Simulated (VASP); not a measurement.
# BN (P6_3/mmc) in VASP: settings compared

The runs below take BN through single point, with PBE, PBEsol+D3(BJ).

All numbers are computed with VASP 6.6.1; they aren't measurements. Logs are shortened: lines on timing, memory, paths and dates and some standing lists are left out, and cuts for length are marked.

## (1) The cell of the first run

Symmetry: P6_3/mmc, No. 194, hexagonal system. Conventional cell: a = 2.498 Å, b = 2.498 Å, c = 6.636 Å, α = 90.00°, β = 90.00°, γ = 120.00°. B (site symmetry -6m2) has 3 N at 1.44 Å as nearest neighbours. Around N (site symmetry -6m2) lie 3 B at 1.44 Å.

## (2) Single point, PBE (atoms relaxed at the measured cell)

Input file INCAR:

```
SYSTEM = BN
ALGO = Normal ; EDIFF = 1E-7
ENCUT = 520 ; GGA = PE
ISIF = 2 ; ISMEAR = 0
LASPH = .True. ; LCHARG = .False.
LREAL = .False. ; LWAVE = .False.
NBANDS = 16 ; NELM = 100
PREC = Accurate ; SIGMA = 0.01
```

Input file KPOINTS:

```
k-points
0
Gamma
  12 12 4
  0 0 0
```

Input file POSCAR:

```
BN
1.0
    2.4982400000      0.0000000000      0.0000000000
   -1.2491200000      2.1635393048      0.0000000000
    0.0000000000      0.0000000000      6.6357000000
B N
2 2
Direct
    0.3333333333      0.6666666667      0.2500000000
    0.6666666667      0.3333333333      0.7500000000
    0.3333333333      0.6666666667      0.7500000000
    0.6666666667      0.3333333333      0.2500000000
```

Potentials or basis: VASP PAW PBE potentials, release 64 (B, N).

Run with:

```bash
$ cat potpaw_PBE.64/B/POTCAR potpaw_PBE.64/N/POTCAR > POTCAR
$ mpirun -np 1 vasp_std > vasp.out
```

OUTCAR:

```text
SYSTEM = BN
   EDIFF = 1E-7
   ENCUT = 520
   GGA = PE
   ISIF = 2
   ISMEAR = 0
   LASPH = .True.
   LREAL = .False.
   NELM = 100
   PREC = Accurate

 ion  position               nearest neighbor table
   1  0.333  0.667  0.250-   4 1.44   4 1.44   4 1.44
   2  0.667  0.333  0.750-   3 1.44   3 1.44   3 1.44
   3  0.333  0.667  0.750-   2 1.44   2 1.44   2 1.44
   4  0.667  0.333  0.250-   1 1.44   1 1.44   1 1.44

  LATTYP: Found a hexagonal cell.
 ALAT       =     2.4982400000
 C/A-ratio  =     2.6561499296

  Lattice vectors:

 A1 = (   2.4982400000,   0.0000000000,   0.0000000000)
 A2 = (  -1.2491200000,   2.1635393048,   0.0000000000)
 A3 = (   0.0000000000,   0.0000000000,   6.6357000000)

Analysis of symmetry for initial positions (statically):
=====================================================================
 Subroutine PRICEL returns:
 Original cell was already a primitive cell.

 Routine SETGRP: Setting up the symmetry group for a
 hexagonal supercell.

 Subroutine GETGRP returns: Found 24 space group operations
 (whereof 12 operations were pure point group operations)
 out of a pool of 24 trial point group operations.

The static configuration has the point symmetry D_3d.
 The point group associated with its full space group is D_6h.

Analysis of symmetry for dynamics (positions and initial velocities):
=====================================================================
 Subroutine PRICEL returns:
 Original cell was already a primitive cell.

 Routine SETGRP: Setting up the symmetry group for a
 hexagonal supercell.

 Subroutine GETGRP returns: Found 24 space group operations
 (whereof 12 operations were pure point group operations)
 out of a pool of 24 trial point group operations.

The dynamic configuration has the point symmetry D_3d.
 The point group associated with its full space group is D_6h.

 Subroutine INISYM returns: Found 24 space group operations
 (whereof 12 operations are pure point group operations),
 and found     1 'primitive' translations

----------------------------------------------------------------------------------------

                                     Primitive cell

  volume of cell :      35.8662

  direct lattice vectors                    reciprocal lattice vectors
     2.498240000  0.000000000  0.000000000     0.400281798  0.231102804  0.000000000
    -1.249120000  2.163539305  0.000000000     0.000000000  0.462205608  0.000000000
     0.000000000  0.000000000  6.635700000     0.000000000  0.000000000  0.150700002

  length of vectors
     2.498240000  2.498240000  6.635700000     0.462205608  0.462205608  0.150700002

  position of ions in fractional coordinates (direct lattice)
     0.333333333  0.666666667  0.250000000
     0.666666667  0.333333333  0.750000000
     0.333333333  0.666666667  0.750000000
     0.666666667  0.333333333  0.250000000

  ion indices of the primitive-cell ions
   primitive index   ion index
                 1           1
                 2           2
                 3           3
                 4           4

----------------------------------------------------------------------------------------

 KPOINTS: k-points

Automatic generation of k-mesh.
 Grid dimensions read from file:
 generate k-points for:   12   12    4

 Generating k-lattice:

  Cartesian coordinates                     Fractional coordinates (reciprocal lattice)
     0.033356817  0.019258567  0.000000000     0.083333333 -0.000000000  0.000000000
     0.000000000  0.038517134  0.000000000     0.000000000  0.083333333  0.000000000
     0.000000000  0.000000000  0.037675000     0.000000000  0.000000000  0.250000000

  Length of vectors
     0.038517134  0.038517134  0.037675000

  Shift w.r.t. Gamma in fractional coordinates (k-lattice)
     0.000000000  0.000000000  0.000000000

 Subroutine IBZKPT returns following result:
 ===========================================

 Found     57 irreducible k-points:

 Following reciprocal coordinates:
            Coordinates               Weight
  0.000000  0.000000  0.000000      1.000000
  0.083333 -0.000000  0.000000      6.000000
  0.166667  0.000000  0.000000      6.000000
  0.250000  0.000000  0.000000      6.000000
  0.333333  0.000000  0.000000      6.000000
  0.416667  0.000000  0.000000      6.000000
[... 16 lines left out ...]
  0.250000  0.000000  0.250000     12.000000
  0.333333  0.000000  0.250000     12.000000
 [... further k-points ...]
   k-points           NKPTS =     57   k-points in BZ     NKDIM =     57   number of bands    NBANDS=     16
   number of dos      NEDOS =    301   number of ions     NIONS =      4
   total plane-waves  NPLWV =  20000
   dimension x,y,z NGX =    20 NGY =   20 NGZ =   50
   dimension x,y,z NGXF=    40 NGYF=   40 NGZF=  100
   ions per type =               2   2
   NGX,Y,Z   is equivalent  to a cutoff of  13.31, 13.31, 12.53 a.u.
   NGXF,Y,Z  is equivalent  to a cutoff of  26.62, 26.62, 25.05 a.u.
 SYSTEM =  BN
   PREC   = accura    normal or accurate (medium, high low for compatibility)
   ISTART =      0    job   : 0-new  1-cont  2-samecut
   ICHARG =      2    charge: 1-file 2-atom 10-const
   ISPIN  =      1    spin polarized calculation?
   LNONCOLLINEAR =      F non collinear calculations
   LSORBIT =      F    spin-orbit coupling
   LASPH  =      T    aspherical Exc in radial PAW
   ENCUT  =  520.0 eV  38.22 Ry    6.18 a.u.   4.65  4.65 12.34*2*pi/ulx,y,z
   NELM   =    100;   NELMIN=  2; NELMDL= -5     # of ELM steps
   EDIFF  = 0.1E-06   stopping-criterion for ELM
   LREAL  =      F    real-space projection
   EDIFFG = 0.1E-05   stopping-criterion for IOM
   NSW    =      0    number of steps for IOM
   IBRION =     -1    ionic relax: 0-MD 1-quasi-New 2-CG
   NFREE  =      0    steps in history (QN), initial steepest desc. (CG)
   ISIF   =      2    stress and relaxation
   ISYM   =      2    0-nonsym 1-usesym 2-fastsym
   POTIM  = 0.5000    time-step for ionic-motion
   TEBEG  =    0.0;   TEEND  =   0.0 temperature during run
   PSTRESS=    0.0 pullay stress
   NELECT =      16.0000    total number of electrons
   NUPDOWN=      -1.0000    fix difference up-down
   EMIN   =  10.00;   EMAX   =-10.00  energy-range for DOS
   EFERMI =   0.00;   METHOD = LEGACY
   ISMEAR =     0;   SIGMA  =   0.01  broadening in eV -4-tet -1-fermi 0-gaus
   EFERMI_NEDOS =   21; number of points for ismear=-14 and -15
   IALGO  =     38    algorithm
   IMIX   =      4    mixing-type and parameters
     AMIX     =   0.40;   BMIX     =  1.00
     AMIX_MAG =   1.60;   BMIX_MAG =  1.00
  volume/ion in A,a.u.               =       8.97        60.51
  Fermi-wavevector in a.u.,A,eV,Ry     =   1.250891  2.363842 21.289433  1.564729
  Thomas-Fermi vector in A             =   2.384864
   LORBIT       =      0    0 simple, 1 ext, 2 COOP (PROOUT), +10 PAW based schemes
   GGA     = PE    functional components
   LHFCALC =     F    Hartree Fock is set to
   AEXX    =    0.0000 exact exchange contribution
   IVDW    =     0    specifies the selected vdW correction
   LEPSILON=     F    determine dielectric tensor
   LRPA    =     F    only Hartree local field effects (RPA)
 non-spin polarized calculation
 Gauss-broadening in eV      SIGMA  =   0.01
  energy-cutoff  :      520.00
  volume of cell :       35.87
 maximum number of plane-waves:       985
 NGX is ok and might be reduce to    20
   NGX =  9   NGY =  9   NGZ = 25

 number of electron      15.9999997 magnetization

 Free energy of the ion-electron system (eV)
  ---------------------------------------------------
  ext. energy  EPLUGINS =         0.00000000
  ---------------------------------------------------
  free energy    TOTEN  =       -35.14690963 eV

  energy without entropy =      -35.14690963  energy(sigma->0) =      -35.14690963

 E-fermi :   2.4063     XC(G=0): -10.0886

 val. band max:        2.3081880928   @ k =   0.3333   0.3333   0.5000
 cond. band min:       6.5951049630   @ k =   0.5000   0.0000   0.0000
 fundamental gap:      4.2869168702
 Fermi energy:         2.4062882171

 k-point     1 :       0.0000    0.0000    0.0000
  band No.  band energies     occupation
      1     -15.5316      2.00000
      2     -15.2363      2.00000
      3      -3.9420      2.00000
      4      -1.8138      2.00000
      5       0.9861      2.00000
      6       0.9861      2.00000
[... 8 lines left out ...]
     15      14.6584      0.00000
     16      15.4187      0.00000

 k-point     2 :       0.0833   -0.0000    0.0000
  band No.  band energies     occupation
      1     -15.3949      2.00000
      2     -15.1042      2.00000
      3      -3.7543      2.00000
      4      -1.6452      2.00000
      5       0.4265      2.00000
      6       0.4590      2.00000
[... 8 lines left out ...]
     15      14.9083      0.00000
     16      15.1373      0.00000

 k-point     3 :       0.1667    0.0000    0.0000
  band No.  band energies     occupation
      1     -14.9920      2.00000
      2     -14.7155      2.00000
      3      -3.1981      2.00000
      4      -1.1497      2.00000
      5      -0.9944      2.00000
      6      -0.9549      2.00000
[... 8 lines left out ...]
     15      16.2514      0.00000
     16      16.2591      0.00000

 k-point     4 :       0.2500    0.0000    0.0000
  band No.  band energies     occupation
      1     -14.3496      2.00000
      2     -14.0979      2.00000
      3      -2.8007      2.00000
      4      -2.7399      2.00000
      5      -2.2983      2.00000
      6      -0.6529      2.00000
[... 8 lines left out ...]
     15      17.6940      0.00000
     16      18.4265      0.00000
[... 324 lines left out ...]
 k-point    22 :       0.1667    0.0000    0.2500
  band No.  band energies     occupation
      1     -14.9536      2.00000
      2     -14.7582      2.00000
      3      -2.9502      2.00000
      4      -1.5368      2.00000
      5      -0.9824      2.00000
      6      -0.9381      2.00000
[... 8 lines left out ...]
     15      16.1527      0.00000
     16      16.2338      0.00000

 k-point    23 :       0.2500    0.0000    0.2500
  band No.  band energies     occupation
      1     -14.3143      2.00000
      2     -14.1365      2.00000
      3      -2.8070      2.00000
      4      -2.7558      2.00000
      5      -2.0407      2.00000
      6      -0.6963      2.00000
[... 8 lines left out ...]
     15      18.4414      0.00000
     16      18.5220      0.00000

 k-point    24 :       0.3333    0.0000    0.2500
  band No.  band energies     occupation
      1     -13.5041      2.00000
      2     -13.3546      2.00000
      3      -4.5923      2.00000
      4      -4.5344      2.00000
      5      -1.2770      2.00000
      6      -1.2338      2.00000
[... 8 lines left out ...]
     15      19.1834      0.00000
     16      20.9897      0.00000

 [... further k-points ...]

------------------------ aborting loop because EDIFF is reached ----------------------------------------

  FORCE on cell =-STRESS in cart. coord.  units (eV):
  Direction    XX          YY          ZZ          XY          YZ          ZX
  --------------------------------------------------------------------------------------
  -------------------------------------------------------------------------------------
  Total        1.4092176      1.4092176      0.6365289      0.0000000      0.0000000      0.0000000
  in kB       62.9510479     62.9510479     28.4343293      0.0000000      0.0000000      0.0000000
  external PRESSURE =      51.4454751 kB  Pullay stress =       0.0000000 kB

 VOLUME and BASIS-vectors are now :
 -----------------------------------------------------------------------------
  energy-cutoff  :      520.00
  volume of cell :       35.87
      direct lattice vectors                 reciprocal lattice vectors
     2.498240000  0.000000000  0.000000000     0.400281798  0.231102804  0.000000000
    -1.249120000  2.163539305  0.000000000     0.000000000  0.462205608  0.000000000
     0.000000000  0.000000000  6.635700000     0.000000000  0.000000000  0.150700002

 POSITION                                       TOTAL-FORCE (eV/Angst)
 -----------------------------------------------------------------------------------
     -0.00000      1.44236      1.65892        -0.000000      0.000000      0.000000
      1.24912      0.72118      4.97677         0.000000     -0.000000      0.000000
     -0.00000      1.44236      4.97677         0.000000     -0.000000      0.000000
      1.24912      0.72118      1.65892        -0.000000      0.000000      0.000000
 -----------------------------------------------------------------------------------
    total drift:                                0.000000     -0.000000      0.000000

  FREE ENERGIE OF THE ION-ELECTRON SYSTEM (eV)
  ---------------------------------------------------
  free  energy   TOTEN  =       -35.1469096277 eV

  energy  without entropy=      -35.1469096277  energy(sigma->0) =      -35.14690963
```

Wall time 15 s (1 thread of Intel Xeon 6975P-C (Granite Rapids), shared host); peak memory 0.15 GiB.

What came out:

```yaml
Free_energy: -35.1469 eV
Pressure: 5.1 GPa
Band_gap_on_the_k_mesh: 4.29 eV, indirect (least direct gap 4.66 eV)
```

Stress tensor (GPa, compression positive):
```
6.30 0.00 0.00
0.00 6.30 0.00
0.00 0.00 2.84
```

Caveat: this functional lacks dispersion, which binds the layers, so the pressure and a relaxed spacing across them are unreliable.

## (3) Single point, PBEsol+D3(BJ) (cell-pbesol)

Input file INCAR:

```
PREC = Accurate ; ENCUT = 520
EDIFF = 1E-6 ; ISMEAR = 0
SIGMA = 0.01 ; LREAL = False
LASPH = True ; NELM = 100
ALGO = Fast ; ISIF = 2
LWAVE = False ; LCHARG = False
GGA = PS ; IVDW = 12
NBANDS = 16
```

Input file KPOINTS:

```
Automatic mesh
0
Gamma
  12 12 4
```

Input file POSCAR:

```
BN
1.0
    2.5004983988      0.0000000000      0.0000000000
   -1.2502491994      2.1654951355      0.0000000000
    0.0000000000      0.0000000000      6.4180839840
B N
2 2
Direct
    0.3333333333      0.6666666667      0.2500000000
    0.6666666667      0.3333333333      0.7500000000
    0.3333333333      0.6666666667      0.7500000000
    0.6666666667      0.3333333333      0.2500000000
```

Potentials or basis: VASP PAW PBE potentials, release 64 (B, N).

Run with:

```bash
$ cat potpaw_PBE.64/B/POTCAR potpaw_PBE.64/N/POTCAR > POTCAR
$ mpirun -np 1 vasp_std > vasp.out
```

Wall time 12 s (1 thread of Intel Xeon 6975P-C (Granite Rapids), shared host); peak memory 0.17 GiB.

The run converged. Its results:

```
Free energy                : -36.9728 eV
Pressure                   : 0.3 GPa
Band gap on the k mesh     : 4.09 eV, indirect (least direct gap 4.48 eV)
Dispersion energy per atom : -0.105 eV
```

Stress tensor (GPa, compression positive):
```
 0.55  0.00  0.00
 0.00  0.55  0.00
 0.00  0.00 -0.11
```

Levels at points of the mesh, in eV from the valence-band top:
```tsv
k point	band 5	band 6	band 7	band 8	band 9	band 10	band 11	band 12
(0.00, 0.00, 0.00)	-1.34	-1.34	-1.28	-1.28	5.25	10.57	11.49	11.49
(0.50, 0.00, 0.00)	-4.18	-4.09	-1.62	-0.39	4.09	5.73	9.49	9.87
(0.00, 0.00, 0.50)	-1.31	-1.31	-1.31	-1.31	7.85	7.85	11.57	11.57
(0.50, 0.00, 0.50)	-4.14	-4.14	-0.97	-0.97	4.61	4.61	9.89	9.89
```

Caveat: the PAW data sets were made with another functional, which shifts forces and pressure a little. A k mesh can miss the band edges.
